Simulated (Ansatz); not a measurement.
# Au under changes of volume

One of the cells (16.855 Å³/atom); the others are scaled copies at fixed shape and fractional positions:

```
Au
1.0
     0.00000    2.03500    2.03500
     2.03500    0.00000    2.03500
     2.03500    2.03500    0.00000
Au
1
Cartesian
  0.0000 0.0000 0.0000
```

- Program: Ansatz 0.2.0
- Functional: PBEsol
- Dispersion: D3(BJ)
- Potentials or basis: Ansatz PAW
- Cutoff: 420 eV (not typed: the program's choice for these potentials)
- k mesh: 11 × 11 × 11
- Occupations: fermi-dirac, width 0.05 eV
- Spin: no spin polarisation

```csv
volume (Å³/atom),energy over the lowest point (meV/atom),pressure (GPa)
15.843,15.21,8.3
16.181,2.82,3.4
16.518,0.00,-0.8
16.855,?,?
17.192,18.40,-7.7
17.529,37.62,-10.6
17.866,62.37,-13.0
```

Q: What does the run at 16.855 Å³/atom give?

A: Energy over the lowest point 5.54 meV/atom; pressure -4.5 GPa.

Worked out: A Birch-Murnaghan fit of order 3 (a polynomial in V^(-2/3)) to the other rows has its minimum at 16.46 Å³/atom with B0 = V·E''(V) = 198 GPa and B' = 5.6. It gives 5.56 meV/atom at 16.855 Å³/atom, against the run's 5.54, and -dE/dV = -4.5 GPa, against -4.5.

Energies are extrapolated to zero smearing.

Caveats: pairwise dispersion overbinds metals, which lowers pressure and volume; the PAW data sets come from PBE, with cores solved anew for the run's functional, which leaves a small shift of forces and pressure.
